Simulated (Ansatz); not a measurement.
# NiO: equation of state with PBE

The system is NiO.

```xyz
2
Lattice="0.0000 2.0859 2.0859 2.0859 0.0000 2.0859 2.0859 2.0859 0.0000" Properties=species:S:1:pos:R:3 pbc="T T T"
Ni    0.0000    0.0000    0.0000
O     2.0859    2.0859    2.0859
```

* Program: Ansatz 0.2.0
* Task: equation of state
* Functional: PBE
* Potentials or basis: all-electron LAPW, scalar-relativistic
* Basis error allowed: 0.0005 eV/atom
* k mesh: 11 × 11 × 11
* Occupations: fermi-dirac, width 0.05 eV
* Spin: collinear spin, ferromagnetic start
* Starting moments: [1.0, 0.0] μB

```yaml
Equilibrium_volume: 9.39 Å³/atom
Bulk_modulus: 172 GPa
Pressure_derivative_of_the_bulk_modulus: 2.8
```

Energy against volume, from the lowest point:
```
volume (Å³/atom)  energy (meV/atom)
           8.531              47.98
           8.713              29.11
           8.894              15.27
           9.076               5.96
           9.257               0.97
           9.439               0.00
           9.620               2.70
```

All runs of the series together: 2 min on 2 threads of Arm Neoverse V1 (shared host).

Caveat: the fit is doubtful: noisy points or a state that changes with volume. PBE usually gives volumes a little too large and moduli too small.
